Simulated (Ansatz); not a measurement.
# Co: the cost of one run

Program: Ansatz 0.2.0. Level of theory: DFT PBE, PAW, plane waves, scalar-relativistic. These are calculated values, not measurements.

This is Co in the fcc structure; at room conditions it is hcp.

### 1 The structure to begin with

It takes space group Fm-3m (No. 225, cubic). Conventional cell: a = 3.617 Å, b = 3.617 Å, c = 3.617 Å, α = 90.00°, β = 90.00°, γ = 90.00°. Co (site symmetry m-3m) is surrounded by 12 Co at 2.56 Å.

Structure file:

```cif
data_structure
_symmetry_space_group_name_H-M 'P 1'
_symmetry_Int_Tables_number 1
_cell_length_a 4.4299
_cell_length_b 4.4299
_cell_length_c 4.4299
_cell_angle_alpha 33.557
_cell_angle_beta 33.557
_cell_angle_gamma 33.557
_cell_volume 23.66
loop_
_atom_site_label
_atom_site_type_symbol
_atom_site_fract_x
_atom_site_fract_y
_atom_site_fract_z
_atom_site_occupancy
Co1 Co 0.00000 0.00000 0.00000 1
Co2 Co 0.50000 0.50000 0.50000 1
```

Atoms are counted from 1 in the order of input.yaml (Co2 and so on).

Planned first: parallel moments, plain SCF; opposed moments +-, plain SCF; no spin polarisation; spin on, no moments given (the program may seed its own), plain SCF. Further starts follow from what these give.

A plain SCF has the search for lower states switched off and ends at the first converged state. Ends within 0.2 meV/atom and 0.1 μB count as one state.

The total moment includes the space between the atomic spheres.

### 2 Parallel moments, plain SCF

File input.yaml:

```yaml
crystal:
  lattice:
    - [3.617, 1.8085, 1.8085]
    - [1.8085, 3.617, 1.8085]
    - [1.8085, 1.8085, 3.617]
  atoms:
    - { symbol: Co, position: [0.0, 0.0, 0.0], spin: 3.0 }
    - { symbol: Co, position: [0.5, 0.5, 0.5], spin: 3.0 }
magnetization:
  spin_polarized: true
hamiltonian:
  xc: pbe
  pseudopotentials: { kind: paw }
basis:
  ecutwfc: 420
kpoints:
  mp_grid: { grid: [12, 12, 12] }
scf:
  occupations: { method: fermi_dirac, width: 0.1 }
  lower_state_search: "off"
output:
  forces: true
  stress: true
```

**Question.** How long does this run take on 2 threads of an x86-64 CPU, shared host, and how much memory does it need?

About 6.7 s, with a peak of 0.53 GiB.
